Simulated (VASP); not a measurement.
The system is Sn.

```
Sn
1.0
    -1.89465    1.89465    1.89465
     1.89465   -1.89465    1.89465
     1.89465    1.89465   -1.89465
Sn
1
Direct
  0.00000 0.00000 0.00000
```

This isn't the form of Sn at room conditions, which is tetragonal (white tin).

- Program: VASP 6.6.1
- Task: relaxation of cell and atoms
- Functional: PBEsol
- Potentials or basis: VASP PAW PBE potentials, release 64 (Sn_d)
- Cutoff: 600 eV
- k mesh: 10 × 10 × 10
- Occupations: fermi-dirac, width 0.05 eV
- Spin: no spin polarisation

At the start: pressure -2.2 GPa; volume 27.20 Å³/atom.

Q: How do energy, volume and symmetry change on relaxing?

A: Over 3 steps the energy falls by 8.8 meV/atom and the volume is 25.98 Å³/atom (-4.5 %); space group Im-3m (No. 229, to 0.05 Å).

Step by step:
| step | energy change (eV) | largest force (eV/Å) | pressure (GPa) | volume (Å³) |
| --- | --- | --- | --- | --- |
| 1 | 0.0000 | 0.0000 | -2.19 | 27.20 |
| 2 | -0.0085 | 0.0000 | 0.46 | 25.76 |
| 3 | -0.0088 | 0.0000 | 0.01 | 25.98 |

Final structure:
```xyz
1
Lattice="-1.8658 1.8658 1.8658 1.8658 -1.8658 1.8658 1.8658 1.8658 -1.8658" Properties=species:S:1:pos:R:3 pbc="T T T"
Sn    0.0000    0.0000    0.0000
```

Caveat: the PAW data sets were made with another functional, which shifts forces and pressure a little.
